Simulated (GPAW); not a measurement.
The system is TiSe.

```
Se Ti
1.0
     3.55900    0.00000    0.00000
    -1.77950    3.08218    0.00000
     0.00000    0.00000    6.22000
Se Ti
2 2
Cartesian
  1.7795 1.0274 4.6650
  0.0000 2.0548 1.5550
  0.0000 0.0000 3.1100
  0.0000 0.0000 0.0000
```

| Item | Value |
| --- | --- |
| Program | GPAW 26.7.0 |
| Task | relaxation of cell and atoms |
| Functional | PBEsol |
| Dispersion | D3 |
| Potentials or basis | PAW data sets generated in the run's folder for this functional |
| Cutoff | 600 eV |
| Basis | pw |
| k mesh | 6 × 6 × 3 |
| Occupations | fermi-dirac, width 0.05 eV |
| Spin | no spin polarisation |

At the start: pressure -3.3 GPa; volume 17.06 Å³/atom.

Problem. Where does the relaxation end?

Solution. Over 7 steps the energy falls by 64.6 meV/atom and the volume is 16.18 Å³/atom (-5.1 %); space group P6_3/mmc (No. 194, to 0.05 Å).

Step by step:
```csv
step,energy change (eV),largest force (eV/Å),pressure (GPa),volume (Å³)
1,0.0000,0.0000,-3.35,68.23
2,-0.0108,0.0000,-2.97,67.97
3,-0.1391,0.0000,6.21,62.77
4,-0.1577,0.0000,4.92,63.28
5,-0.2447,0.0000,0.31,64.87
6,-0.2586,0.0000,-0.40,64.88
7,-0.2584,0.0000,-0.08,64.73
```

Final structure:
```cif
data_structure
_symmetry_space_group_name_H-M 'P 1'
_symmetry_Int_Tables_number 1
_cell_length_a 3.3426
_cell_length_b 3.3426
_cell_length_c 6.6898
_cell_angle_alpha 90.000
_cell_angle_beta 90.000
_cell_angle_gamma 120.000
_cell_volume 64.73
loop_
_atom_site_label
_atom_site_type_symbol
_atom_site_fract_x
_atom_site_fract_y
_atom_site_fract_z
_atom_site_occupancy
Se1 Se 0.66667 0.33333 0.75000 1
Se2 Se 0.33333 0.66667 0.25000 1
Ti1 Ti 0.00000 0.00000 0.50000 1
Ti2 Ti 0.00000 0.00000 0.00000 1
```

Caveat: later steps reuse the first step's grids; pairwise dispersion overbinds metals, which lowers pressure and volume.
